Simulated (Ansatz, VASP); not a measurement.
**MgS in VASP and in Ansatz**

```xyz
2
Lattice="0.0000 2.5108 2.5108 2.5108 0.0000 2.5108 2.5108 2.5108 0.0000" Properties=species:S:1:pos:R:3 pbc="T T T"
Mg    0.0000    0.0000    0.0000
S     2.5108    2.5108    2.5108
```

Alike in both runs: task single point; functional PBEsol; k mesh 8 × 8 × 8; occupations gaussian, width 0.02 eV; no spin polarisation.

|  | VASP | Ansatz |
| --- | --- | --- |
| version | VASP 6.6.1 | Ansatz 0.2.0 |
| potentials or method | VASP PAW PBE potentials, release 64 (Mg, S) | scalar-relativistic, plane waves, PAW |
| plane-wave cutoff (eV) | 520 | 420 |
| valence electrons in the cell | 8 | 16 |

|  | VASP | Ansatz | Ansatz less VASP |
| --- | --- | --- | --- |
| gap on the k mesh at the Fermi level (eV) | 2.92 | 2.91 | -0.011 |
| least direct gap on the mesh (eV) | 4.49 | 4.48 | -0.005 |
| pressure (GPa) | 8.8 | 8.9 | +0.17 |

The two sets of potentials don't hold the same shells in valence.

Caveats: the PAW data sets were made with another functional, which shifts forces and pressure a little (VASP). A k mesh can miss the band edges.
